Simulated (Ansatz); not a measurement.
**Sb and the effect of the strain (εzz = s)**

```xyz
2
Lattice="2.1542 1.2437 3.7580 -2.1542 1.2437 3.7580 0.0000 -2.4875 3.7580" Properties=species:S:1:pos:R:3 pbc="T T T"
Sb    0.0000    0.0000    8.6416
Sb    0.0000    0.0000    2.6324
```

Kept alike: task single point; functional PBE; k mesh 6 × 6 × 6; occupations fermi-dirac, width 0.05 eV; no spin polarisation. Program: Ansatz, Ansatz PAW, cutoff 420 eV. The mesh is that of the run's cell of 2 atoms. No spin-orbit coupling.

```csv
s,free energy over the lowest row (meV/atom)
-0.04,39.56
-0.02,21.12
-0.01,14.20
0,8.69
0.01,4.52
0.02,1.70
0.04,0.00
```

The cell shown is the unstrained one; x, y and z are its Cartesian axes; atoms keep their fractions. For a metal such a mesh leaves the last digits unconverged.

Problem. What does the strain (εzz = s) change here?

Solution. The free energy falls from 39.56 to 0.00 meV/atom between -0.04 and 0.04.
